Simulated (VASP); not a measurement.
**VASP inputs for ZnSe (zincblende)**

INCAR

```
SIGMA = 0.02
NBANDS = 16
ISMEAR = -1
LWAVE = .FALSE.
EDIFF = 1E-7
ENCUT = 600
IBRION = 2
LREAL = .FALSE.
NSW = 40
PREC = Accurate
LCHARG = .FALSE.
EDIFFG = -5E-3
LASPH = .TRUE.
ISIF = 3
GGA = PS
NELM = 120
```

KPOINTS

```
KPOINTS created by Atomic Simulation Environment
0
Gamma
8 8 8
0 0 0
```

POSCAR

```
Zn Se
 1.0000000000000000
     0.0000000000000000    2.8661395710329329    2.8661395710329329
     2.8661395710329329    0.0000000000000000    2.8661395710329329
     2.8661395710329329    2.8661395710329329    0.0000000000000000
 Zn  Se
   1   1
Cartesian
  0.0000000000000000  0.0000000000000000  0.0000000000000000
  1.4330697855164665  1.4330697855164665  1.4330697855164665
```

VASP ran with the recommended PBE PAW datasets (18 valence electrons in the cell).

Task: What does this run give?

Result: relaxed cell vector lengths 3.988, 3.988, 3.988 Å; relaxed cell volume 44.86 Å³.
